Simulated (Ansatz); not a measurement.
# Ni: one cell, many SCF starts

Wanted: the lowest electronic state of Ni in this cell. One SCF may end in a higher state, so several starts are tried. We look at Ni: its deposited structure (space group Fm-3m, primitive cell doubled), with 2 atoms per cell. Source: COD entry 9009862; the sample's temperature and pressure aren't taken into account.

The COD entry's cell or inner coordinates are ideal or old and differ from later refinements, so a difference from it is no clean test against experiment.

Computed with Ansatz 0.2.0 (DFT PBE, PAW, plane waves, scalar-relativistic, unless a step's input says otherwise).

## Step 1: The system as given

It takes space group Fm-3m (No. 225, cubic). Conventional cell: a = 3.516 Å, b = 3.516 Å, c = 3.516 Å, α = 90.00°, β = 90.00°, γ = 90.00°. Ni (site symmetry m-3m) is surrounded by 12 Ni at 2.49 Å.

Coordinates:

```
Ni
1.0
     0.00000    3.51600    3.51600
     1.75800    0.00000    1.75800
     1.75800    1.75800    0.00000
Ni
2
Direct
  0.00000 0.00000 0.00000
  0.50000 0.00000 0.00000
```

Atoms are counted from 1 in the order of input.yaml (Ni2 and so on).

Planned first: parallel moments, plain SCF; opposed moments +-, plain SCF; no spin polarisation; spin on, no moments given (the program may seed its own), plain SCF. Further starts follow from what these give.

“Plain SCF” means no search for lower states. Ends within 0.2 meV/atom and 0.1 μB count as one state.

The total moment includes the space between the atomic spheres.

## Step 2: Parallel moments, plain SCF

The input, input.yaml:

```yaml
crystal:
  lattice:
    - [0.0, 3.516, 3.516]
    - [1.758, 0.0, 1.758]
    - [1.758, 1.758, 0.0]
  atoms:
    - { symbol: Ni, position: [0.0, 0.0, 0.0], spin: 2.0 }
    - { symbol: Ni, position: [0.5, 0.0, 0.0], spin: 2.0 }
magnetization:
  spin_polarized: true
hamiltonian:
  xc: pbe
  pseudopotentials: { kind: paw }
basis:
  ecutwfc: 420
kpoints:
  mp_grid: { grid: [7, 14, 14] }
scf:
  occupations: { method: fermi_dirac, width: 0.1 }
  lower_state_search: "off"
output:
  forces: true
  stress: true
```

Output, shortened:

```text
[...]
Pseudopotentials: kind: paw
Pseudopotential: Ni, paw, valence charge 18, recommended cutoff 420 eV (normal), Ni.paw.azcp
Functional definition: PBE
[...]
Crystal: 2 atoms, lattice volume = 21.733 Å³
Basis set: ecut = 420 eV, 391 PW (Γ), exchange–correlation on 72×36×36 points (8 copies of the dense FFT grid, shifted against one another)
Bands: 24, of which v1, the nominal top of the filled ones, is band 18 counted from 1 (17 counted from 0)
Symmetry: 24 space group operations
Space group: Fm-3m (ITA 225), of the structure as read, at distance tolerance 2.8e-5 Å
Magnetic group: BNS 225.116 (UNI 1618), of the structure as read, at distance tolerance 2.8e-5 Å
k-points: 144 of 1372
[...]
Starting moments: Σ|m| = 4 μB on 2 of 2 sites
[...]
SCF iter   1: F=—  HF=-11678.935303 eV  |F-HF|=—  |Δ(HF+E_count)|=         —  Δρ=1.27e-1 (↑1.17e-1 ↓1.27e-1)  dr2=1.64e-2  dr2_m=2.95e0  M=1.872 μB ∫|m|=2.078 μB  β_m=0.30  ethr=4.57e-5  ⟨swp⟩=1.1  Hψ=34267  notcnv=0
[...]
spin-set hold released at iteration 1 (the charge has settled, or the pull on large starting moments outlasts its swing): the magnetisation degrees of freedom join the quasi-Newton model from the next iteration; the mixer history was flushed
[...]
SCF iter  10: F=-11679.494042 eV  HF=-11679.494042 eV  |F-HF|=3.46e-11  |Δ(HF+E_count)|=   1.24e-9  Δρ=2.03e-6 (↑2.03e-6 ↓1.47e-6)  dr2=4.14e-11  dr2_m=6.07e-10  M=1.218 μB ∫|m|=1.397 μB  ethr=2.79e-11  ⟨swp⟩=2.0  Hψ=18707  notcnv=0
[...]
SCF converged after 10 iterations
Magnetization: 1.2182 μB (18.6091 up, 17.3909 down)
Absolute magnetization: 1.3990 μB (∫|ρ↑−ρ↓|, with the PAW one-centre terms)
Spin contamination: 0.0132 ħ² per cell (⟨S²⟩ above its minimum at these occupations)
Per-site moments (μB) at R_I (Å): [(0.6473345183023231, 1.0255523200939092), (0.6473345183023232, 1.0255523200939092)]
Free energy (F): -11679.494042 eV
[...]
E sigma→0 (E₀):  -11679.438177 eV
Entropy (-TS):   -0.111732 eV (-55.866 meV/atom)
Fermi energy:    18.200463 eV
[...]
--- Forces (eV/Å), atoms counted from 1 ---
  atom   1  Ni     0.00000000    -0.00000000     0.00000000
  atom   2  Ni     0.00000000    -0.00000000     0.00000000
[...]
--- Stress (GPa, compression-positive) ---
        0.758993       0.000001       0.000001
        0.000001       0.758993      -0.000001
        0.000001      -0.000001       0.758993
  P = ⅓ Tr σ = 0.7590 GPa (7.590 kbar)
```

Wall time 2.3 s (2 threads of an x86-64 CPU, shared host); peak memory 0.44 GiB.

End: ferromagnetic, site moments Ni1 0.65, Ni2 0.65 μB, total 1.22 μB per cell, no gap on the k-mesh.

## Step 3: Opposed moments +-, plain SCF

input.yaml: that of step 2 with these lines changed.

```diff
@@ -7,3 +7,3 @@
     - { symbol: Ni, position: [0.0, 0.0, 0.0], spin: 2.0 }
-    - { symbol: Ni, position: [0.5, 0.0, 0.0], spin: 2.0 }
+    - { symbol: Ni, position: [0.5, 0.0, 0.0], spin: -2.0 }
 magnetization:
```

Output, shortened:

```text
[... 11 lines as in an earlier run ...]
Symmetry: 12 space group operations
Space group: R-3m (ITA 166), of the structure as read, at distance tolerance 2.8e-5 Å
Magnetic group: BNS 166.102 (UNI 1332), of the structure as read, at distance tolerance 2.8e-5 Å
[... 5 lines as in an earlier run ...]
Starting moments: Σ|m| = 4 μB on 2 of 2 sites
Starting magnetic order: antiferromagnet; a translation exchanges its spin sublattices: spin-degenerate at every k-point
[... 2 lines as in an earlier run ...]
spin-down is spin-up translated by (0.5, 0, 0): one eigenproblem is solved per k-point and the antiferromagnetic symmetry of the starting moments is kept exactly by this SCF (crystal.symmetry.spin_inversion_symmetry: false solves both channels; [...]
SCF iter   1: F=—  HF=-11678.711053 eV  |F-HF|=—  |Δ(HF+E_count)|=         —  Δρ=1.34e-1 (↑1.34e-1 ↓1.34e-1)  dr2=3.75e-2  dr2_m=3.54e0  M=0.000 μB ∫|m|=1.924 μB  β_m=0.30  ethr=1.04e-4  ⟨swp⟩=1.3  Hψ=17296  notcnv=0
[...]
[... 1 line as in an earlier run ...]
[...]
WARN: the starting moments were not kept: the SCF closed with an absolute magnetisation of 1.4e-5 μB, where they sum to 4 μB in size (2 sites). That is at most 0.1 of that sum. Measured as dr2_m measures the in/out step, that magnetisation stands 2.8e-10 eV from none, at or under the [...]
SCF converged after 15 iterations
Magnetization: 0.0000 μB (18.0000 up, 18.0000 down)
Absolute magnetization: 0.0000 μB (∫|ρ↑−ρ↓|, with the PAW one-centre terms)
Spin contamination: 0.0000 ħ² per cell (⟨S²⟩ above its minimum at these occupations)
Per-site moments (μB) at R_I (Å): [(7.0962631668127405e-6, 1.0255523200939092), (-7.0962631668127405e-6, 1.0255523200939092)]
Free energy (F): -11679.428006 eV
[...]
E sigma→0 (E₀):  -11679.339483 eV
Entropy (-TS):   -0.177046 eV (-88.523 meV/atom)
Fermi energy:    18.034185 eV
[...]
--- Forces (eV/Å), atoms counted from 1 ---
  atom   1  Ni     0.00000000    -0.00000000     0.00000000
  atom   2  Ni     0.00000000    -0.00000000     0.00000000
[...]
--- Stress (GPa, compression-positive) ---
       -0.212204      -0.000008      -0.000008
       -0.000008      -0.212204       0.000008
       -0.000008       0.000008      -0.212204
  P = ⅓ Tr σ = -0.2122 GPa (-2.122 kbar)
```

It took 1.5 s on 2 threads of an x86-64 CPU, shared host; peak memory 0.44 GiB.

End: non-magnetic, no gap on the k-mesh. It lies 33.0 meV/atom above the lowest state so far (step 2).

## Step 4: No spin polarisation

input.yaml: that of step 3 with these lines changed.

```diff
@@ -6,6 +6,4 @@
   atoms:
-    - { symbol: Ni, position: [0.0, 0.0, 0.0], spin: 2.0 }
-    - { symbol: Ni, position: [0.5, 0.0, 0.0], spin: -2.0 }
-magnetization:
-  spin_polarized: true
+    - { symbol: Ni, position: [0.0, 0.0, 0.0] }
+    - { symbol: Ni, position: [0.5, 0.0, 0.0] }
 hamiltonian:
```

Output, shortened:

```text
[... 10 lines as in an earlier run ...]
Bands: 22, of which v1, the nominal top of the filled ones, is band 18 counted from 1 (17 counted from 0)
[... 6 lines as in an earlier run ...]
[...]
[... 2 lines as in an earlier run ...]
SCF iter   1: F=—  HF=-11679.427732 eV  |F-HF|=—  |Δ(HF+E_count)|=         —  Δρ=2.18e-3  dr2=4.77e-4  ethr=1.77e-3  ⟨swp⟩=4.5  Hψ=11517  notcnv=0
[...]
SCF iter   6: F=-11679.428006 eV  HF=-11679.428006 eV  |F-HF|=4.37e-9  |Δ(HF+E_count)|=  9.46e-10  Δρ=7.86e-6  dr2=4.97e-9  ethr=4.92e-11  ⟨swp⟩=2.2  Hψ=9582  notcnv=0
[...]
SCF converged after 6 iterations
Free energy (F): -11679.428006 eV
[...]
E sigma→0 (E₀):  -11679.339483 eV
Entropy (-TS):   -0.177046 eV (-88.523 meV/atom)
Fermi energy:    18.034150 eV
[... 24 lines left out: energy terms, forces, stress ...]
```

It took 0.65 s on 2 threads of an x86-64 CPU, shared host; peak memory 0.41 GiB.

Nothing new: the 6 iterations lead to the state found in step 3 (non-magnetic).

## Step 5: Spin on, no moments given (the program may seed its own), plain SCF

input.yaml: that of step 4 with these lines changed.

```diff
@@ -21 +21,3 @@
   stress: true
+magnetization:
+  spin_polarized: true
```

Output, shortened:

```text
band count auto-derived: 24 (N_el = 36.0; filled up to band 18; 22 by the electrons, moments and atoms)
[... 20 lines as in an earlier run ...]
[...]
SCF iter   1: F=—  HF=-11678.095772 eV  |F-HF|=—  |Δ(HF+E_count)|=         —  Δρ=1.78e-1 (↑1.75e-1 ↓1.78e-1)  dr2=1.66e-2  dr2_m=6.19e0  M=2.500 μB ∫|m|=2.500 μB  ethr=3.07e-4  ⟨swp⟩=1.3  Hψ=17280  notcnv=0
[...]
SCF iter  11: F=-11679.494042 eV  HF=-11679.494042 eV  |F-HF|=5.64e-11  |Δ(HF+E_count)|=   3.13e-9  Δρ=1.55e-6 (↑9.68e-7 ↓1.55e-6)  dr2=1.34e-10  dr2_m=1.71e-10  M=1.218 μB ∫|m|=1.397 μB  ethr=1.79e-11  ⟨swp⟩=2.0  Hψ=18128  notcnv=0
[...]
SCF converged after 11 iterations
Magnetization: 1.2182 μB (18.6091 up, 17.3909 down)
Absolute magnetization: 1.3990 μB (∫|ρ↑−ρ↓|, with the PAW one-centre terms)
Spin contamination: 0.0132 ħ² per cell (⟨S²⟩ above its minimum at these occupations)
Per-site moments (μB) at R_I (Å): [(0.6473406810930961, 1.0255523200939092), (0.6473406810930958, 1.0255523200939092)]
Free energy (F): -11679.494042 eV
[...]
E sigma→0 (E₀):  -11679.438177 eV
Entropy (-TS):   -0.111731 eV (-55.866 meV/atom)
Fermi energy:    18.200471 eV
[... 24 lines left out: energy terms, forces, stress ...]
```

Wall time 1.8 s (2 threads of an x86-64 CPU, shared host); peak memory 0.44 GiB.

Nothing new: the 11 iterations lead to the state found in step 2 (ferromagnetic).

## Step 6: Parallel moments scaled by 0.2, plain SCF

input.yaml: that of step 5 with these lines changed.

```diff
@@ -6,4 +6,6 @@
   atoms:
-    - { symbol: Ni, position: [0.0, 0.0, 0.0] }
-    - { symbol: Ni, position: [0.5, 0.0, 0.0] }
+    - { symbol: Ni, position: [0.0, 0.0, 0.0], spin: 0.4 }
+    - { symbol: Ni, position: [0.5, 0.0, 0.0], spin: 0.4 }
+magnetization:
+  spin_polarized: true
 hamiltonian:
@@ -21,3 +23 @@
   stress: true
-magnetization:
-  spin_polarized: true
```

Output, shortened:

```text
[... 10 lines as in an earlier run ...]
Bands: 23, of which v1, the nominal top of the filled ones, is band 18 counted from 1 (17 counted from 0)
[... 8 lines as in an earlier run ...]
Starting moments: Σ|m| = 0.8 μB on 2 of 2 sites
[... 2 lines as in an earlier run ...]
[...]
SCF iter   1: F=—  HF=-11679.459665 eV  |F-HF|=—  |Δ(HF+E_count)|=         —  Δρ=3.47e-2 (↑3.47e-2 ↓1.24e-2)  dr2=1.09e-1  dr2_m=7.30e-2  M=0.887 μB ∫|m|=0.919 μB  β_m=1.00  ethr=3.04e-4  ⟨swp⟩=1.0  Hψ=32895  notcnv=0
[...]
spin-set hold released at iteration 7 (site moments contracting): the magnetisation degrees of freedom join the quasi-Newton model from the next iteration; the mixer history was flushed
[...]
SCF iter  14: F=-11679.494042 eV  HF=-11679.494042 eV  |F-HF|=4.91e-11  |Δ(HF+E_count)|=   4.04e-9  Δρ=1.06e-6 (↑3.57e-7 ↓1.06e-6)  dr2=4.55e-11  dr2_m=7.39e-11  M=1.218 μB ∫|m|=1.397 μB  ethr=8.48e-11  ⟨swp⟩=2.0  Hψ=21200  notcnv=0
[...]
SCF converged after 14 iterations
Magnetization: 1.2182 μB (18.6091 up, 17.3909 down)
Absolute magnetization: 1.3990 μB (∫|ρ↑−ρ↓|, with the PAW one-centre terms)
Spin contamination: 0.0132 ħ² per cell (⟨S²⟩ above its minimum at these occupations)
Per-site moments (μB) at R_I (Å): [(0.6473464183791636, 1.0255523200939092), (0.6473464183791637, 1.0255523200939092)]
Free energy (F): -11679.494042 eV
[...]
E sigma→0 (E₀):  -11679.438177 eV
Entropy (-TS):   -0.111731 eV (-55.865 meV/atom)
Fermi energy:    18.200472 eV
[... 24 lines left out: energy terms, forces, stress ...]
```

Wall time 2.3 s (2 threads of an x86-64 CPU, shared host); peak memory 0.43 GiB.

The run ends in the same state as step 2 (ferromagnetic); it took 14 iterations.

## Step 7: Moments ++ scaled by 0.4, plain SCF

input.yaml: that of step 6 with these lines changed.

```diff
@@ -6,4 +6,4 @@
   atoms:
-    - { symbol: Ni, position: [0.0, 0.0, 0.0], spin: 0.4 }
-    - { symbol: Ni, position: [0.5, 0.0, 0.0], spin: 0.4 }
+    - { symbol: Ni, position: [0.0, 0.0, 0.0], spin: 0.8 }
+    - { symbol: Ni, position: [0.5, 0.0, 0.0], spin: 0.8 }
 magnetization:
```

Output, shortened:

```text
[... 19 lines as in an earlier run ...]
Starting moments: Σ|m| = 1.6 μB on 2 of 2 sites
[... 2 lines as in an earlier run ...]
[...]
SCF iter   1: F=—  HF=-11679.456700 eV  |F-HF|=—  |Δ(HF+E_count)|=         —  Δρ=2.24e-2 (↑1.51e-2 ↓2.24e-2)  dr2=9.19e-2  dr2_m=1.85e-2  M=1.255 μB ∫|m|=1.323 μB  β_m=0.30  ethr=2.56e-4  ⟨swp⟩=1.0  Hψ=32903  notcnv=0
[...]
spin-set hold released at iteration 13 (site moments contracting): the magnetisation degrees of freedom join the quasi-Newton model from the next iteration; the mixer history was flushed
[...]
SCF iter  18: F=-11679.494042 eV  HF=-11679.494042 eV  |F-HF|=2.90e-9  |Δ(HF+E_count)|=   1.85e-8  Δρ=6.63e-6 (↑3.05e-6 ↓6.63e-6)  dr2=5.54e-10  dr2_m=4.30e-9  M=1.218 μB ∫|m|=1.397 μB  ethr=1.66e-10  ⟨swp⟩=2.4  Hψ=21526  notcnv=0
[...]
SCF converged after 18 iterations
Magnetization: 1.2182 μB (18.6091 up, 17.3909 down)
Absolute magnetization: 1.3990 μB (∫|ρ↑−ρ↓|, with the PAW one-centre terms)
Spin contamination: 0.0132 ħ² per cell (⟨S²⟩ above its minimum at these occupations)
Per-site moments (μB) at R_I (Å): [(0.6473297329145533, 1.0255523200939092), (0.6473297329145529, 1.0255523200939092)]
Free energy (F): -11679.494042 eV
[...]
E sigma→0 (E₀):  -11679.438178 eV
Entropy (-TS):   -0.111729 eV (-55.864 meV/atom)
Fermi energy:    18.200472 eV
[... 24 lines left out: energy terms, forces, stress ...]
```

Run time: 2.6 s. Hardware: 2 threads of an x86-64 CPU, shared host; peak memory 0.43 GiB.

This is the state of step 2 again (ferromagnetic), after 18 iterations.

## Step 8: A moment on one site alone, plain SCF

input.yaml: that of step 7 with these lines changed.

```diff
@@ -6,4 +6,4 @@
   atoms:
-    - { symbol: Ni, position: [0.0, 0.0, 0.0], spin: 0.8 }
-    - { symbol: Ni, position: [0.5, 0.0, 0.0], spin: 0.8 }
+    - { symbol: Ni, position: [0.0, 0.0, 0.0], spin: 2.0 }
+    - { symbol: Ni, position: [0.5, 0.0, 0.0] }
 magnetization:
```

Output, shortened:

```text
[... 13 lines as in an earlier run ...]
Magnetic group: BNS 166.97 (UNI 1327), of the structure as read, at distance tolerance 2.8e-5 Å
[... 5 lines as in an earlier run ...]
Starting moments: Σ|m| = 2 μB on 1 of 2 sites
[... 2 lines as in an earlier run ...]
SCF iter   1: F=—  HF=-11679.287694 eV  |F-HF|=—  |Δ(HF+E_count)|=         —  Δρ=1.09e-1 (↑1.09e-1 ↓3.81e-2)  dr2=2.74e0  dr2_m=6.83e-1  M=1.392 μB ∫|m|=1.501 μB  β_m=0.30  ethr=3.10e-3  ⟨swp⟩=4.6  Hψ=23961  notcnv=0
[...]
spin-set hold released at iteration 5 (the charge has settled, or the pull on large starting moments outlasts its swing): the magnetisation degrees of freedom join the quasi-Newton model from the next iteration; the mixer history was flushed
[...]
SCF iter  22: F=-11679.494042 eV  HF=-11679.494042 eV  |F-HF|=2.73e-8  |Δ(HF+E_count)|=   2.91e-8  Δρ=8.85e-6 (↑5.18e-6 ↓8.85e-6)  dr2=2.71e-8  dr2_m=9.43e-10  M=1.218 μB ∫|m|=1.397 μB  ethr=2.78e-10  ⟨swp⟩=3.0  Hψ=23463  notcnv=0
[...]
SCF converged after 22 iterations
Magnetization: 1.2182 μB (18.6091 up, 17.3909 down)
Absolute magnetization: 1.3990 μB (∫|ρ↑−ρ↓|, with the PAW one-centre terms)
Spin contamination: 0.0132 ħ² per cell (⟨S²⟩ above its minimum at these occupations)
Per-site moments (μB) at R_I (Å): [(0.647360018048877, 1.0255523200939092), (0.6473259661432237, 1.0255523200939092)]
Free energy (F): -11679.494042 eV
[...]
E sigma→0 (E₀):  -11679.438177 eV
Entropy (-TS):   -0.111731 eV (-55.866 meV/atom)
Fermi energy:    18.200432 eV
[... 24 lines left out: energy terms, forces, stress ...]
```

It took 2.8 s on 2 threads of an x86-64 CPU, shared host; peak memory 0.42 GiB.

This is the state of step 2 again (ferromagnetic), after 22 iterations.

## Step 9: Parallel moments, spin not held back in the first iterations, no switch to direct minimisation

input.yaml: that of step 8 with these lines changed.

```diff
@@ -7,3 +7,3 @@
     - { symbol: Ni, position: [0.0, 0.0, 0.0], spin: 2.0 }
-    - { symbol: Ni, position: [0.5, 0.0, 0.0] }
+    - { symbol: Ni, position: [0.5, 0.0, 0.0], spin: 2.0 }
 magnetization:
@@ -20,2 +20,4 @@
   lower_state_search: "off"
+  algorithm: density_mixing
+  mixing: { spin_hold: "off" }
 output:
```

Output, shortened:

```text
[... 19 lines as in an earlier run ...]
Starting moments: Σ|m| = 4 μB on 2 of 2 sites
[... 2 lines as in an earlier run ...]
[...]
SCF iter   1: F=—  HF=-11678.866682 eV  |F-HF|=—  |Δ(HF+E_count)|=         —  Δρ=1.24e-1 (↑1.13e-1 ↓1.24e-1)  dr2=1.91e-2  dr2_m=2.79e0  M=1.861 μB ∫|m|=2.003 μB  β_m=0.30  ethr=5.32e-5  ⟨swp⟩=1.1  Hψ=34227  notcnv=0
[...]
SCF iter   9: F=-11679.494042 eV  HF=-11679.494042 eV  |F-HF|=1.77e-9  |Δ(HF+E_count)|=   7.69e-8  Δρ=5.27e-6 (↑5.27e-6 ↓4.86e-6)  dr2=5.63e-10  dr2_m=4.59e-9  M=1.218 μB ∫|m|=1.397 μB  ethr=2.04e-11  ⟨swp⟩=3.3  Hψ=18895  notcnv=0
[...]
SCF converged after 9 iterations
Magnetization: 1.2182 μB (18.6091 up, 17.3909 down)
Absolute magnetization: 1.3991 μB (∫|ρ↑−ρ↓|, with the PAW one-centre terms)
Spin contamination: 0.0132 ħ² per cell (⟨S²⟩ above its minimum at these occupations)
Per-site moments (μB) at R_I (Å): [(0.6473699829782106, 1.0255523200939092), (0.6473699829782106, 1.0255523200939092)]
Free energy (F): -11679.494042 eV
[...]
E sigma→0 (E₀):  -11679.438178 eV
Entropy (-TS):   -0.111729 eV (-55.864 meV/atom)
Fermi energy:    18.200506 eV
[... 24 lines left out: energy terms, forces, stress ...]
```

It took 1.7 s on 2 threads of an x86-64 CPU, shared host; peak memory 0.44 GiB.

Nothing new: the 9 iterations lead to the state found in step 2 (ferromagnetic).

## Step 10: The runs side by side

| step | iterations | state | moments of Ni1 Ni2 (μB) | total (μB) | gap (eV) | pressure (GPa) | above lowest (meV/atom) |
| --- | --- | --- | --- | --- | --- | --- | --- |
| 2 | 10 | 1 | 0.65 0.65 | 1.22 | none | 0.8 | 0.0 |
| 3 | 15 | 2 | 0.00 0.00 | 0.00 | none | -0.2 | 33.0 |
| 4 | 6 | 2 | 0.00 0.00 | 0.00 | none | -0.2 | 33.0 |
| 5 | 11 | 1 | 0.65 0.65 | 1.22 | none | 0.8 | 0.0 |
| 6 | 14 | 1 | 0.65 0.65 | 1.22 | none | 0.8 | 0.0 |
| 7 | 18 | 1 | 0.65 0.65 | 1.22 | none | 0.8 | 0.0 |
| 8 | 22 | 1 | 0.65 0.65 | 1.22 | none | 0.8 | 0.0 |
| 9 | 9 | 1 | 0.65 0.65 | 1.22 | none | 0.8 | 0.0 |

States are numbered from the lowest. Starts by step: 2 parallel moments, plain SCF; 3 opposed moments +-, plain SCF; 4 no spin polarisation; 5 spin on, no moments given (the program may seed its own), plain SCF; 6 parallel moments scaled by 0.2, plain SCF; 7 moments ++ scaled by 0.4, plain SCF; 8 a moment on one site alone, plain SCF; 9 parallel moments, spin not held back in the first iterations, no switch to direct minimisation.

The 8 runs of this session took 16 s in all, from 0.65 s to 2.8 s each.

Decimal logarithm of the largest residual (eV) by iteration, counted through all cycles of a run (7 of the 8 runs):

| iteration | step 2 | step 3 | step 4 | step 5 | step 6 | step 7 | step 8 |
| --- | --- | --- | --- | --- | --- | --- | --- |
| 1 | 0.5 | 0.5 | -3.3 | 0.8 | -1.0 | -1.0 | 0.4 |
| 2 | 0.3 | 0.4 | -3.9 | -0.4 | -1.6 | -1.6 | 1.0 |
| 3 | -0.4 | -0.7 | -6.5 | -0.7 | -2.0 | -2.1 | 0.1 |
| 4 | -2.6 | -1.1 | -7.5 | -0.9 | -2.5 | -2.5 | 0.1 |
| 5 | -3.1 | -1.7 | -7.8 | -2.5 | -2.7 | -2.8 | -0.1 |
| 7 | -5.7 | -3.0 | - | -3.7 | -3.0 | -3.9 | 1.0 |
| 9 | -7.9 | -3.9 | - | -6.1 | -2.6 | -4.0 | -0.6 |
| 11 | - | -5.1 | - | -9.8 | -5.3 | -4.5 | -1.5 |
| 12 | - | -6.0 | - | - | -6.1 | -5.8 | -1.7 |
| 14 | - | -9.6 | - | - | -10.1 | -5.6 | -2.1 |
| 16 | - | - | - | - | - | -4.7 | -2.3 |
| 18 | - | - | - | - | - | -8.4 | -5.1 |
| 20 | - | - | - | - | - | - | -5.7 |
| 22 | - | - | - | - | - | - | -7.6 |

## Step 11: Results

| quantity | value |
| --- | --- |
| distinct states | 2 from 8 converged runs |
| lowest state from plain starts | ferromagnetic |
| its moments | Ni1 0.65, Ni2 0.65 μB |
| total moment | 1.22 μB per cell |
| gap on the k-mesh | none |
| pressure | 0.8 GPa |
| largest force | 0.000 eV/Å |
| next state | non-magnetic, 33.0 meV/atom higher |

What this shows: Distinct end states: 2, from 8 converged runs. Switching spin polarisation off costs 33.0 meV/atom in free energy, smearing entropy included. These are lowest states among those tried, not proven ground states.
